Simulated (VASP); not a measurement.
# Settings for Nb: energy difference of two geometries

Nb, Im-3m (no. 229), 1 atom in the cell. PBE, energy difference of two geometries; PAW potentials Nb_sv (PBE set). VASP 6.6.1.

Wanted: energy difference within 2.5 meV/atom.

What the run is for: energy difference; Accuracy asked: screening; Second geometry: cell strained by +1.0% along z.

The series start from Plane-wave cutoff (eV): 380; Smearing width (eV): 0.1; k-point mesh: 15 × 15 × 15; Precision mode (PREC): Accurate; Electronic threshold (eV): 1e-6; Aspherical gradient terms in the spheres (LASPH): yes; Electronic algorithm: ALGO=Normal. Each series keeps the choices made before it, and each single choice may use up half of a tolerance. Times cover all steps of a run.

## Plane-wave cutoff (eV)

| Plane-wave cutoff (eV) | Energy difference (meV/atom) | Time (s) |
|---|---|---|
| 240 | 4.6 | 8.7 |
| 300 | 3.9 | 10 |
| 340 | 3.8 | 16 |
| 380 | 4.1 | 16 |
| 440 | 4.2 | 23 |
| 520 | 4.3 | 32 |
| 620 (reference) | 4.3 | 31 |

Chosen: 240, the loosest value from which every tighter one stays within half of the tolerance.

## Smearing width (eV)

| Smearing width (eV) | Energy difference (meV/atom) | Time (s) |
|---|---|---|
| 0.4 | 4.8 | 9.9 |
| 0.3 | 4.8 | 8.3 |
| 0.2 | 4.7 | 9.1 |
| 0.15 | 4.6 | 8.9 |
| 0.1 | 4.6 | 8.7 |
| 0.05 (reference) | 4.1 | 10 |

Chosen: 0.4.

## k-point mesh

| k-point mesh | Energy difference (meV/atom) | Time (s) |
|---|---|---|
| 5 × 5 × 5 | 4.1 | 3.3 |
| 6 × 6 × 6 | 9.7 | 3.2 |
| 8 × 8 × 8 | 3.9 | 4.2 |
| 10 × 10 × 10 | 3.6 | 5.4 |
| 13 × 13 × 13 | 5.6 | 7.4 |
| 15 × 15 × 15 | 4.8 | 9.9 |
| 18 × 18 × 18 | 2.5 | 13 |
| 22 × 22 × 22 (reference) | 3.8 | 22 |

Chosen: 22 × 22 × 22; the next looser run is off by more than half of the tolerance, so convergence isn't shown beyond this value.

## Precision mode (PREC)

| Precision mode (PREC) | Energy difference (meV/atom) | Time (s) |
|---|---|---|
| SingleN | 3.5 | 14 |
| Normal | 3.7 | 13 |
| Single | 3.8 | 18 |
| Accurate (reference) | 3.8 | 22 |

Chosen: SingleN.

## Electronic threshold (eV)

| Electronic threshold (eV) | Energy difference (meV/atom) | Time (s) |
|---|---|---|
| 0.001 | 3.5 | 11 |
| 0.0001 | 3.5 | 11 |
| 1e-5 | 3.5 | 12 |
| 1e-6 | 3.5 | 14 |
| 1e-7 | 3.5 | 16 |
| 1e-8 (reference) | 3.5 | 18 |

Chosen: 0.001.

## Aspherical gradient terms in the spheres (LASPH)

| Aspherical gradient terms in the spheres (LASPH) | Energy difference (meV/atom) | Time (s) |
|---|---|---|
| no | 3.5 | 9.5 |
| yes (reference) | 3.5 | 11 |

Chosen: no.

## Electronic algorithm

| Electronic algorithm | Energy difference (meV/atom) | Time (s) |
|---|---|---|
| ALGO=Normal | 3.5 | 9.5 |
| ALGO=Fast | 3.5 | 10 |
| ALGO=VeryFast | 3.6 | 15 |
| ALGO=All ISEARCH=1 | 3.5 | 11 |
| ALGO=All ISEARCH=0 | 3.5 | 12 |
| ALGO=Damped TIME=0.4 | 3.5 | 12 |
| ALGO=Damped TIME=0.1 | 3.7 | 14 |

Chosen: ALGO=Normal; no other choice that stays within half of the tolerance saves 30 % of the time.

## All choices together

| Input | Energy difference (meV/atom) | Time (s) |
|---|---|---|
| the program's defaults (naive) | 8.2 | 1.5 |
| chosen settings | 3.5 | 9.5 |
| reference settings throughout | 4.6 | 72 |

The chosen settings stay within the tolerance of the reference run, but the reference itself isn't shown to be converged in: k-point mesh.

## The input

INCAR:
```
SYSTEM = Nb
ALGO = Normal
EDIFF = 0.001
ENCUT = 240
GGA = PE
GGA_COMPAT = .FALSE.
ISIF = 2
ISMEAR = 2
LASPH = .FALSE.
LCHARG = .FALSE.
LREAL = .FALSE.
LWAVE = .FALSE.
NELM = 120
PREC = SingleN
SIGMA = 0.4
```

KPOINTS:
```
Automatic mesh
0
Gamma
  22 22 22
  0 0 0
```

POSCAR.step1:
```
Nb
1.0
   -1.6639500000      1.6639500000      1.6639500000
    1.6639500000     -1.6639500000      1.6639500000
    1.6639500000      1.6639500000     -1.6639500000
Nb
1
Direct
    0.0000000000      0.0000000000      0.0000000000
```

POSCAR.step2:
```
Nb
1.0
   -1.6639500000      1.6639500000      1.6805895000
    1.6639500000     -1.6639500000      1.6805895000
    1.6639500000      1.6639500000     -1.6805895000
Nb
1
Direct
    0.0000000000      0.0000000000      0.0000000000
```

Commands (each step's output is kept before the next begins):
```
cat potpaw_PBE.64/Nb_sv/POTCAR > POTCAR
cp POSCAR.step1 POSCAR
mpirun -np 1 vasp_std > vasp.out
cp POSCAR.step2 POSCAR
mpirun -np 1 vasp_std > vasp.out
```

The chosen input took VASP 6.6.1 9.5 s on 1 core (Intel Xeon 6975P-C (Granite Rapids)), a shared host.

## An input that fails: damping step far too long

The electronic loop stops at its limit of 70 steps.

Changes against the starting input:
```
- ALGO = Normal
- NELM = 120
+ ALGO = Damped
+ NELM = 70
+ TIME = 2.0
```
